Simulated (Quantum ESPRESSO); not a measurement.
# WC (Fm-3m) in Quantum ESPRESSO: further runs

Runs on WC. Level: PBEsol+U. Tasks: projected density of states.

Everything below comes from runs of Quantum ESPRESSO 7.5. Logs are shortened: lines on timing, memory, paths and dates and some standing lists are left out, and cuts for length are marked.

## (1) The crystal as given

It takes space group Fm-3m (No. 225, cubic). The conventional cell has a = 4.385 Å, b = 4.385 Å, c = 4.385 Å, α = 90.00°, β = 90.00°, γ = 90.00°. W (site symmetry m-3m) is surrounded by 6 C at 2.19 Å. Around C (site symmetry m-3m) lie 6 W at 2.19 Å.

Measurements of this composition are mostly on another form, of space group No. 187.

## (2) Projected density of states, PBEsol+U

pw.in reads:

```
&CONTROL
  calculation = 'scf'
  prefix = 'pwscf'
  outdir = './tmp'
  pseudo_dir = './pseudo'
  tprnfor = .true.
  tstress = .true.
  disk_io = 'low'
/
&SYSTEM
  ibrav = 0
  nat = 2
  ntyp = 2
  ecutwfc = 56
  ecutrho = 448
  nbnd = 18
  occupations = 'smearing'
  smearing = 'fd'
  degauss = 0.00367493
/
&ELECTRONS
  conv_thr = 4d-10
  electron_maxstep = 120
  mixing_beta = 0.3
/
ATOMIC_SPECIES
W    183.8400 w_pbesol_v1.2.uspp.F.UPF
C     12.0110 c_pbesol_v1.2.uspp.F.UPF
CELL_PARAMETERS angstrom
   0.0000000000    2.1926840000    2.1926840000
   2.1926840000    0.0000000000    2.1926840000
   2.1926840000    2.1926840000    0.0000000000
ATOMIC_POSITIONS angstrom
W      0.0000000000    0.0000000000    0.0000000000
C      2.1926840000    2.1926840000    2.1926840000
K_POINTS automatic
10 10 10 0 0 0
HUBBARD {ortho-atomic}
U W-5d 3.0
```

nscf.in reads:

```
&CONTROL
  calculation = 'nscf'
  prefix = 'pwscf'
  outdir = './tmp'
  pseudo_dir = './pseudo'
  disk_io = 'low'
/
&SYSTEM
  ibrav = 0
  nat = 2
  ntyp = 2
  ecutwfc = 56
  ecutrho = 448
  nbnd = 18
  occupations = 'tetrahedra_opt'
/
&ELECTRONS
  conv_thr = 1d-08
  electron_maxstep = 120
  mixing_beta = 0.3
  startingwfc = 'random'
/
ATOMIC_SPECIES
W    183.8400 w_pbesol_v1.2.uspp.F.UPF
C     12.0110 c_pbesol_v1.2.uspp.F.UPF
CELL_PARAMETERS angstrom
   0.0000000000    2.1926840000    2.1926840000
   2.1926840000    0.0000000000    2.1926840000
   2.1926840000    2.1926840000    0.0000000000
ATOMIC_POSITIONS angstrom
W      0.0000000000    0.0000000000    0.0000000000
C      2.1926840000    2.1926840000    2.1926840000
K_POINTS automatic
15 15 15 0 0 0
HUBBARD {ortho-atomic}
U W-5d 3.0
```

projwfc.in reads:

```
&PROJWFC
  prefix = 'pwscf'
  outdir = './tmp'
  filpdos = 'p'
  Emin = 7
  Emax = 32
  DeltaE = 0.05
/
```

Potentials or basis: GBRV 1.5 PBEsol.

Launch:

```console
$ OMP_NUM_THREADS=1 mpirun -n 2 pw.x -nk 2 -in pw.in > pw.out
$ OMP_NUM_THREADS=1 mpirun -n 2 pw.x -nk 2 -in nscf.in > nscf.out
$ OMP_NUM_THREADS=1 mpirun -n 1 projwfc.x -in projwfc.in > projwfc.out
```

pw.out:

```text
This program is part of the open-source Quantum ESPRESSO suite
     for quantum simulation of materials; please cite
[... 6 lines left out ...]
     using ibrav=0 with symmetry is DISCOURAGED, use correct ibrav instead

     K-points division:     npool     =       2
     Subspace diagonalization in iterative solution of the eigenvalue problem:
     a serial algorithm will be used

     G-vector sticks info
     --------------------
     sticks:   dense  smooth     PW     G-vecs:    dense   smooth      PW
     Sum        1069     517    163                22899     7991    1459

     Using Slab Decomposition

     bravais-lattice index     =            0
     lattice parameter (alat)  =       5.8599  a.u.
     unit-cell volume          =     142.2836 (a.u.)^3
     number of atoms/cell      =            2
     number of atomic types    =            2
     number of electrons       =        18.00
     number of Kohn-Sham states=           18
     kinetic-energy cutoff     =      56.0000  Ry
     charge density cutoff     =     448.0000  Ry
     scf convergence threshold =      4.0E-10
     mixing beta               =       0.3000
     number of iterations used =            8  plain     mixing
     Exchange-correlation= SLA  PW   PSX  PSC
                           (   1   4  10   8   0   0   0)
     Hubbard projectors: ortho-atomic
     Hubbard parameters of DFT+U (Dudarev formulation) in eV:
     U(W-5d) =  3.0000

     Internal variables: lda_plus_u =T, lda_plus_u_kind = 0

     Internal variables: orbital_resolved =F, hub_pot_fix =F, apply_U = F

     celldm(1)=   5.859896  celldm(2)=   0.000000  celldm(3)=   0.000000
     celldm(4)=   0.000000  celldm(5)=   0.000000  celldm(6)=   0.000000

     crystal axes: (cart. coord. in units of alat)
               a(1) = (   0.000000   0.707107   0.707107 )
               a(2) = (   0.707107   0.000000   0.707107 )
               a(3) = (   0.707107   0.707107   0.000000 )

     reciprocal axes: (cart. coord. in units 2 pi/alat)
               b(1) = ( -0.707107  0.707107  0.707107 )
               b(2) = (  0.707107 -0.707107  0.707107 )
               b(3) = (  0.707107  0.707107 -0.707107 )

     PseudoPot. # 1 for W  read from file:
     w_pbesol_v1.2.uspp.F.UPF
     Pseudo is Ultrasoft + core correction, Zval = 14.0
     Generated by new atomic code, or converted to UPF format
     Using radial grid of  923 points,  8 beta functions with:
                l(1) =   0
                l(2) =   0
                l(3) =   0
                l(4) =   1
                l(5) =   1
                l(6) =   2
                l(7) =   2
                l(8) =   3
     Q(r) pseudized with  6 coefficients,  rinner =    1.350   1.350   1.350
                                                       1.350   1.350   1.350
                                                       1.350

     PseudoPot. # 2 for C  read from file:
     c_pbesol_v1.2.uspp.F.UPF
     Pseudo is Ultrasoft + core correction, Zval =  4.0
     Generated by new atomic code, or converted to UPF format
     Using radial grid of  721 points,  4 beta functions with:
                l(1) =   0
                l(2) =   0
                l(3) =   1
                l(4) =   1
     Q(r) pseudized with  8 coefficients,  rinner =    1.100   1.100   1.100

     atomic species   valence    mass     pseudopotential
     W                14.00   183.84000     W ( 1.00)
     C                 4.00    12.01100     C ( 1.00)

     48 Sym. Ops., with inversion, found

   Cartesian axes

     site n.     atom                  positions (alat units)
         1        W      tau(   1) = (   0.0000000   0.0000000   0.0000000  )
         2        C      tau(   2) = (   0.7071068   0.7071068   0.7071068  )

     number of k points=    47  Fermi-Dirac smearing, width (Ry)=  0.0037
                       cart. coord. in units 2pi/alat
        k(    1) = (   0.0000000   0.0000000   0.0000000), wk =   0.0020000
        k(    2) = (   0.0707107   0.0707107  -0.0707107), wk =   0.0160000
        k(    3) = (   0.1414214   0.1414214  -0.1414214), wk =   0.0160000
        k(    4) = (   0.2121320   0.2121320  -0.2121320), wk =   0.0160000
        k(    5) = (   0.2828427   0.2828427  -0.2828427), wk =   0.0160000
        k(    6) = (  -0.3535534  -0.3535534   0.3535534), wk =   0.0080000
[... 39 lines left out ...]
        k(   46) = (  -0.0707107  -0.3535534   0.6363961), wk =   0.0480000
        k(   47) = (  -0.7071068   0.2828427   0.0000000), wk =   0.0240000

     Dense  grid:    22899 G-vectors     FFT dimensions: (  40,  40,  40)

     Smooth grid:     7991 G-vectors     FFT dimensions: (  27,  27,  27)

     Initial potential from superposition of free atoms

     starting charge      17.8996, renormalised to      18.0000

     negative rho (up, down):  6.112E-02 0.000E+00

     STARTING HUBBARD OCCUPATIONS:

     =================== HUBBARD OCCUPATIONS ===================
     ------------------------ ATOM    1 ------------------------
     Tr[ns(  1)] =   3.90000
     eigenvalues:
       0.390  0.390  0.390  0.390  0.390
     eigenvectors (columns):
       1.000  0.000  0.000  0.000  0.000
       0.000  1.000  0.000  0.000  0.000
       0.000  0.000  1.000  0.000  0.000
       0.000  0.000  0.000  1.000  0.000
       0.000  0.000  0.000  0.000  1.000
     occupation matrix ns (before diag.):
       0.390  0.000  0.000  0.000  0.000
       0.000  0.390  0.000  0.000  0.000
       0.000  0.000  0.390  0.000  0.000
       0.000  0.000  0.000  0.390  0.000
       0.000  0.000  0.000  0.000  0.390

     Number of occupied Hubbard levels =    3.9000

     Atomic wfc used for Hubbard projectors are orthogonalized

     Starting wfcs are   17 randomized atomic wfcs +    1 random wfcs

     Self-consistent Calculation

     iteration #  1     ecut=    56.00 Ry     beta= 0.30
     Davidson diagonalization with overlap
     ethr =  1.00E-02,  avg # of iterations =  4.1

     =================== HUBBARD OCCUPATIONS ===================
     ------------------------ ATOM    1 ------------------------
     Tr[ns(  1)] =   3.76171
     eigenvalues:
       0.334  0.334  0.404  0.404  0.404
     eigenvectors (columns):
      -0.201 -0.980 -0.000  0.000  0.000
       0.000 -0.000  0.251 -0.948  0.195
       0.000 -0.000  0.624  0.312  0.716
      -0.980  0.201  0.000 -0.000 -0.000
      -0.000  0.000 -0.740 -0.058  0.670
     occupation matrix ns (before diag.):
       0.334 -0.000 -0.000  0.000  0.000
      -0.000  0.404 -0.000  0.000  0.000
      -0.000 -0.000  0.404  0.000  0.000
       0.000  0.000  0.000  0.334 -0.000
       0.000  0.000  0.000 -0.000  0.404

     Number of occupied Hubbard levels =    3.7617

     negative rho (up, down):  6.174E-02 0.000E+00

     total energy              =    -170.10507563 Ry
     estimated scf accuracy    <       0.61458569 Ry

     iteration #  2     ecut=    56.00 Ry     beta= 0.30
     Davidson diagonalization with overlap
     ethr =  3.41E-03,  avg # of iterations =  1.1

     negative rho (up, down):  6.293E-02 0.000E+00

     total energy              =    -170.21117637 Ry
     estimated scf accuracy    <       0.01135339 Ry

     iteration #  3     ecut=    56.00 Ry     beta= 0.30
     Davidson diagonalization with overlap
     ethr =  6.31E-05,  avg # of iterations =  1.9
[... 51 lines left out ...]
     iteration #  9     ecut=    56.00 Ry     beta= 0.30
     Davidson diagonalization with overlap
     ethr =  6.36E-11,  avg # of iterations =  3.6

     negative rho (up, down):  6.544E-02 0.000E+00

     total energy              =    -170.21514957 Ry
     estimated scf accuracy    <          3.6E-09 Ry

     iteration # 10     ecut=    56.00 Ry     beta= 0.30
     Davidson diagonalization with overlap
     ethr =  1.99E-11,  avg # of iterations =  1.0

     negative rho (up, down):  6.544E-02 0.000E+00

     End of self-consistent calculation

     =================== HUBBARD OCCUPATIONS ===================
     ------------------------ ATOM    1 ------------------------
     Tr[ns(  1)] =   4.57189
     eigenvalues:
       0.437  0.437  0.471  0.471  0.471
     eigenvectors (columns):
       0.090  0.996 -0.000  0.000 -0.000
       0.000  0.000  0.238 -0.868  0.435
       0.000  0.000  0.606 -0.217 -0.765
      -0.996  0.090  0.000 -0.000  0.000
      -0.000 -0.000 -0.759 -0.446 -0.474
     occupation matrix ns (before diag.):
       0.437 -0.000 -0.000  0.000  0.000
      -0.000  0.471 -0.000  0.000  0.000
      -0.000 -0.000  0.471  0.000  0.000
       0.000  0.000  0.000  0.437 -0.000
       0.000  0.000  0.000 -0.000  0.471

     Number of occupied Hubbard levels =    4.5719

          k = 0.0000 0.0000 0.0000 (   965 PWs)   bands (ev):

   -53.7650 -17.7549 -17.7549 -17.7549   5.9110  18.9768  18.9768  18.9768
    20.6974  20.6974  20.6974  20.8612  20.8612  28.1947  31.2936  44.8363
    44.8363  44.8363

          k = 0.0707 0.0707-0.0707 (   980 PWs)   bands (ev):

   -53.7615 -17.8133 -17.7611 -17.7611   6.1916  18.0713  18.5523  18.5523
    19.6270  19.6270  21.0467  22.9019  22.9019  28.7124  31.9368  42.1551
    43.3001  43.3001

          k = 0.1414 0.1414-0.1414 (   989 PWs)   bands (ev):

   -53.7522 -17.9636 -17.7775 -17.7775   6.9856  16.4093  17.1881  17.1881
    20.2005  20.2005  21.4973  25.2517  25.2517  29.7555  33.3503  39.2691
    40.2511  40.2511

          k = 0.2121 0.2121-0.2121 (   995 PWs)   bands (ev):
[... 149 lines left out ...]
          k =-0.0707-0.6364 0.6364 (  1005 PWs)   bands (ev):

   -53.7161 -18.2580 -17.9818 -17.9502   8.4249  15.7143  15.9314  18.4783
    19.1921  23.4550  24.0587  24.0848  27.5175  29.3446  33.4694  37.9021
    38.9041  41.0127

          k = 0.0000-0.5657 0.5657 (  1015 PWs)   bands (ev):

   -53.7157 -18.2235 -18.0517 -17.9307   8.7919  15.2170  15.8687  17.4166
    19.5787  23.4544  24.2034  25.5595  26.8260  30.7120  33.2727  36.1688
    39.2802  40.9507

          k =-0.7071 0.0000 0.0000 (   998 PWs)   bands (ev):

   -53.7146 -18.2827 -17.9637 -17.9637   8.2610  15.9563  16.1011  19.2374
    19.2374  22.6780  24.0045  24.0045  27.1075  28.9926  33.4922  39.4433
    39.4433  40.2114

          k = 0.2828 0.1414 0.0000 (  1000 PWs)   bands (ev):

   -53.7449 -18.0142 -17.8512 -17.7968   7.5508  15.2556  16.8541  17.1386
    19.4220  21.7250  22.9685  23.7700  27.0310  31.0056  34.4329  36.2587
    39.7909  40.4174

          k = 0.3536 0.2121-0.0707 (  1008 PWs)   bands (ev):

   -53.7348 -18.1398 -17.8969 -17.8172   8.5112  14.2210  16.0244  16.4165
    20.1824  22.5466  23.4008  25.2444  28.6376  31.0644  34.2169  35.0364
    37.9702  41.2957

          k =-0.2828-0.4243 0.5657 (  1014 PWs)   bands (ev):

   -53.7266 -18.2445 -17.9206 -17.8416   9.5033  13.2486  15.5643  15.9050
    21.1652  22.9099  23.6817  27.0662  28.7617  30.8075  33.7841  34.6374
    36.2995  42.8013

          k =-0.2121-0.3536 0.4950 (  1012 PWs)   bands (ev):
[... 41 lines left out ...]
          k =-0.0707-0.4950 0.6364 (  1011 PWs)   bands (ev):

   -53.7166 -18.2122 -18.0398 -17.9413   8.9048  15.1485  15.7635  16.7601
    20.3365  23.3555  24.0517  25.2631  27.2459  31.2645  33.3138  35.9254
    38.4080  41.8170

          k = 0.0000-0.4243 0.5657 (  1008 PWs)   bands (ev):

   -53.7172 -18.1469 -18.1249 -17.9148   9.2933  14.4199  15.6904  16.2971
    21.0875  22.6512  24.2030  26.0949  27.3185  32.7062  33.5151  34.1591
    38.4105  40.7688

          k =-0.7071 0.1414 0.0000 (  1004 PWs)   bands (ev):

   -53.7150 -18.2527 -17.9946 -17.9654   8.5299  15.7897  15.9713  17.5648
    19.9074  23.8118  23.9785  24.0078  27.0539  30.0096  33.4164  37.4735
    39.2673  41.5401

          k =-0.1414-0.4243 0.7071 (  1025 PWs)   bands (ev):

   -53.7187 -18.1854 -18.0516 -17.9223   9.2049  14.4900  15.6739  16.2220
    21.2018  22.8290  24.1727  25.2045  27.9889  32.2894  33.3157  34.7463
    38.0218  41.1897

          k =-0.0707-0.3536 0.6364 (  1012 PWs)   bands (ev):

   -53.7169 -18.1591 -18.0959 -17.9403   9.2781  14.6517  15.6544  16.0742
    21.9507  22.1305  24.0287  25.9378  26.9668  33.3389  33.5426  34.5906
    37.5136  41.8395

          k =-0.7071 0.2828 0.0000 (  1020 PWs)   bands (ev):

   -53.7156 -18.1735 -18.0750 -17.9681   9.0597  15.6331  15.7295  15.7312
    21.4066  22.9392  24.0130  25.0359  26.7635  32.7316  33.8245  35.2974
    38.0259  41.3847

     the Fermi energy is    21.7953 ev

!    total energy              =    -170.21514957 Ry
     estimated scf accuracy    <          1.3E-10 Ry
     smearing contrib. (-TS)   =      -0.00049706 Ry
     internal energy E=F+TS    =    -170.21465251 Ry

     The total energy is F=E-TS. E is the sum of the following terms:
     one-electron contribution =     -10.57154134 Ry
     hartree contribution      =      16.74993079 Ry
     xc contribution           =     -44.64971553 Ry
     ewald contribution        =    -132.01662479 Ry
     Hubbard energy            =       0.27329837 Ry

     convergence has been achieved in  10 iterations

     negative rho (up, down):  6.544E-02 0.000E+00

     Forces acting on atoms (cartesian axes, Ry/au):

     atom    1 type  1   force =    -0.00000000    0.00000000    0.00000000
     atom    2 type  2   force =    -0.00000000    0.00000000   -0.00000000

     Total force =     0.000000     Total SCF correction =     0.000000

     Computing stress (Cartesian axis) and pressure

     negative rho (up, down):  6.544E-02 0.000E+00
          total   stress  (Ry/bohr**3)                   (kbar)     P=      -88.52
  -0.00060174  -0.00000000   0.00000000          -88.52       -0.00        0.00
  -0.00000000  -0.00060174   0.00000000           -0.00      -88.52        0.00
   0.00000000   0.00000000  -0.00060174            0.00        0.00      -88.52

=------------------------------------------------------------------------------=
   JOB DONE.
=------------------------------------------------------------------------------=
```

It took 34 s on 2 MPI ranks of Arm Neoverse V1, shared host; peak memory 0.28 GiB.

What came out:

```yaml
Free_energy: -2315.8951 eV
Pressure: -8.9 GPa
Band_gap_on_the_k_mesh: none (metal or under the smearing width)
Loewdin_charges: W +0.26; C -0.23 e
```

States per cell in windows of 0.5 eV (zero at the Fermi level; states under -8 eV left out):
```tsv
from (eV)	total	W#1 d wfc3	C#2 p wfc2	C#2 s wfc1	W#1 p wfc5	W#1 s wfc4	W#1 p wfc2
-8.0	0.38	0.14	0.16	0.01	0.02	0.03	0.00
-7.5	0.39	0.14	0.18	0.01	0.03	0.02	0.01
-7.0	0.26	0.10	0.12	0.01	0.02	0.01	0.00
-6.5	1.24	0.58	0.52	0.01	0.11	0.00	0.02
-6.0	1.41	0.72	0.57	0.01	0.09	0.00	0.02
-5.5	0.61	0.33	0.25	0.00	0.02	0.00	0.00
-5.0	0.37	0.19	0.16	0.00	0.01	0.00	0.00
-4.5	0.26	0.13	0.12	0.00	0.01	0.00	0.00
-4.0	0.19	0.09	0.09	0.00	0.01	0.00	0.00
-3.5	0.14	0.07	0.07	0.00	0.01	0.00	0.00
-3.0	0.21	0.10	0.09	0.00	0.01	0.00	0.00
-2.5	0.30	0.17	0.11	0.00	0.01	0.00	0.00
-2.0	0.31	0.21	0.09	0.00	0.00	0.00	0.00
-1.5	0.34	0.25	0.07	0.01	0.00	0.00	0.00
-1.0	0.38	0.29	0.07	0.01	0.00	0.01	0.00
-0.5	0.48	0.36	0.09	0.01	0.00	0.01	0.00
0.0	0.52	0.41	0.08	0.01	0.00	0.01	0.00
0.5	0.80	0.65	0.11	0.02	0.01	0.01	0.00
1.0	0.82	0.68	0.11	0.02	0.01	0.01	0.00
1.5	0.78	0.56	0.16	0.02	0.01	0.02	0.00
2.0	1.26	0.94	0.25	0.01	0.01	0.04	0.00
2.5	0.28	0.17	0.08	0.01	0.01	0.01	0.00
3.0	0.27	0.15	0.07	0.02	0.01	0.02	0.00
3.5	0.29	0.15	0.07	0.02	0.01	0.03	0.00
4.0	0.27	0.14	0.07	0.02	0.01	0.03	0.00
4.5	0.25	0.12	0.07	0.03	0.01	0.02	0.00
5.0	0.43	0.19	0.07	0.08	0.03	0.05	0.00
5.5	0.43	0.17	0.08	0.09	0.04	0.04	0.00
6.0	0.49	0.18	0.09	0.12	0.05	0.02	0.00
6.5	0.49	0.17	0.10	0.12	0.06	0.01	0.00
7.0	0.34	0.10	0.08	0.06	0.06	0.02	0.00
7.5	0.26	0.06	0.07	0.05	0.04	0.03	0.00
```

Eigenvalues of the final occupation matrices:
```tsv
site	spin	trace	eigenvalues
W 1 5d	each	2.29	0.44 0.44 0.47 0.47 0.47
```

Caveat: U without spin polarisation on a metal has little footing; the U is typed as a test and isn't derived for this compound.

[end of part 1 of 4]
